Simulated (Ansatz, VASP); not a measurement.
## Two plane-wave programs on Na

The input INCAR:

```
SYSTEM = Na
ALGO = Normal
EDIFF = 1E-7
ENCUT = 520
GGA = PS
ISIF = 2
ISMEAR = 0
LASPH = .TRUE.
LCHARG = .TRUE.
LELF = .TRUE.
LREAL = .FALSE.
LVHAR = .TRUE.
LWAVE = .FALSE.
NBANDS = 14
NELM = 100
PREC = Accurate
SIGMA = 0.1
```

File KPOINTS:

```
k-points
0
G
  15 15 8
  0 0 0
```

File POSCAR:

```
Na
1.0
    3.5061738485      0.0000000000      0.0000000000
   -1.7530869243      3.0364356229      0.0000000000
    0.0000000000      0.0000000000      6.2817570400
Na
2
Direct
    0.3333333333      0.6666666667      0.2500000000
    0.6666666667      0.3333333333      0.7500000000
```

Input for Ansatz:

```yaml
crystal:
  lattice:
    - [3.5061738485, 0.0, 0.0]
    - [-1.7530869243, 3.0364356229, 0.0]
    - [0.0, 0.0, 6.28175704]
  atoms:
    - { symbol: Na, position: [0.3333333333, 0.6666666667, 0.25] }
    - { symbol: Na, position: [0.6666666667, 0.3333333333, 0.75] }
basis:
  ecutwfc: 420
kpoints:
  mp_grid: { grid: [15, 15, 8] }
hamiltonian:
  xc: pbesol
scf:
  occupations: { method: gaussian, width: 0.1 }
output:
  forces: true
  stress: true
  eigenvalues: true
  populations: true
  write_density: true
  write_potential: true
  elf: true
  volumetric_format: npy
```

Alike in both runs: task single point; functional PBEsol; k mesh 15 × 15 × 8; occupations gaussian, width 0.1 eV; no spin polarisation.

|  | VASP | Ansatz |
| --- | --- | --- |
| version | VASP 6.6.1 | Ansatz 0.2.0 |
| potentials or method | VASP PAW PBE potentials, release 64 (Na_pv) | scalar-relativistic, plane waves, PAW |
| plane-wave cutoff (eV) | 520 | 420 |
| valence electrons in the cell | 14 | 18 |

|  | VASP | Ansatz | Ansatz less VASP |
| --- | --- | --- | --- |
| gap on the k mesh at the Fermi level (eV) | none | none | - |
| pressure (GPa) | 0.8 | 0.8 | 0.00 |
| largest component of the traceless stress (GPa) | 0.92 | 0.92 | -0.004 |

A gap of «none» marks a metal or a gap that the smearing closes. The functional is the same, so the differences come from potentials, cutoffs and numerics. The two sets of potentials don't hold the same shells in valence.

Caveats: the PAW data sets were made with another functional, which shifts forces and pressure a little (VASP).
